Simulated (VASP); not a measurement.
A run of VASP 6.6.1 is set up as follows.

The input INCAR:

```
ALGO = Fast ; EDIFF = 1E-6
EDIFFG = -0.02 ; ENCUT = 320
GGA = PE ; IBRION = 2
ISIF = 2 ; ISMEAR = -1
LASPH = T ; LCHARG = F
LREAL = F ; LWAVE = F
NELM = 80 ; NSW = 60
PREC = Accurate ; SIGMA = 0.05
```

The input KPOINTS:

```
k-points
0
Gamma
  5 5 5
```

The input POSCAR:

```
Pt
1.0
    7.9340000000      0.0000000000      0.0000000000
    0.0000000000      7.9340000000      0.0000000000
    0.0000000000      0.0000000000      7.9340000000
Pt
31
Direct
    0.0000000000      0.0000000000      0.5000000000
    0.0000000000      0.5000000000      0.0000000000
    0.0000000000      0.5000000000      0.5000000000
    0.5000000000      0.0000000000      0.0000000000
    0.5000000000      0.0000000000      0.5000000000
    0.5000000000      0.5000000000      0.0000000000
    0.5000000000      0.5000000000      0.5000000000
    0.0000000000      0.2500000000      0.2500000000
    0.0000000000      0.2500000000      0.7500000000
    0.0000000000      0.7500000000      0.2500000000
    0.0000000000      0.7500000000      0.7500000000
    0.5000000000      0.2500000000      0.2500000000
    0.5000000000      0.2500000000      0.7500000000
    0.5000000000      0.7500000000      0.2500000000
    0.5000000000      0.7500000000      0.7500000000
    0.2500000000      0.0000000000      0.2500000000
    0.2500000000      0.0000000000      0.7500000000
    0.2500000000      0.5000000000      0.2500000000
    0.2500000000      0.5000000000      0.7500000000
    0.7500000000      0.0000000000      0.2500000000
    0.7500000000      0.0000000000      0.7500000000
    0.7500000000      0.5000000000      0.2500000000
    0.7500000000      0.5000000000      0.7500000000
    0.2500000000      0.2500000000      0.0000000000
    0.2500000000      0.2500000000      0.5000000000
    0.2500000000      0.7500000000      0.0000000000
    0.2500000000      0.7500000000      0.5000000000
    0.7500000000      0.2500000000      0.0000000000
    0.7500000000      0.2500000000      0.5000000000
    0.7500000000      0.7500000000      0.0000000000
    0.7500000000      0.7500000000      0.5000000000
```

Potentials or basis: VASP PAW PBE potentials, release 64 (Pt).

The run is started by

```console
$ cat potpaw_PBE.64/Pt/POTCAR > POTCAR
$ mpirun -np 1 vasp_std > vasp.out
```

Question: What does it give for the energy gained by relaxing?

Answer: 8.9 meV/atom.

Question: Predict the band gap on the k mesh.

Answer: None (metal or under the smearing width).

Final structure:
```
Pt
1.0
     7.93400    0.00000    0.00000
     0.00000    7.93400    0.00000
     0.00000    0.00000    7.93400
Pt
31
Cartesian
  0.0000 0.0000 3.9670
  0.0000 3.9670 7.9340
  0.0000 3.9670 3.9670
  3.9670 0.0000 7.9340
  3.9670 0.0000 3.9670
  3.9670 3.9670 7.9340
  3.9670 3.9670 3.9670
  0.0000 1.9348 1.9348
  0.0000 1.9348 5.9992
  0.0000 5.9992 1.9348
  0.0000 5.9992 5.9992
  3.9670 1.9686 1.9686
  3.9670 1.9686 5.9654
  3.9670 5.9654 1.9686
  3.9670 5.9654 5.9654
  1.9348 0.0000 1.9348
  1.9348 0.0000 5.9992
  1.9686 3.9670 1.9686
  1.9686 3.9670 5.9654
  5.9992 0.0000 1.9348
  5.9992 0.0000 5.9992
  5.9654 3.9670 1.9686
  5.9654 3.9670 5.9654
  1.9348 1.9348 7.9340
  1.9686 1.9686 3.9670
  1.9348 5.9992 7.9340
  1.9686 5.9654 3.9670
  5.9992 1.9348 0.0000
  5.9654 1.9686 3.9670
  5.9992 5.9992 0.0000
  5.9654 5.9654 3.9670
```

Spin-orbit coupling is left out, which matters for the levels of Pt.
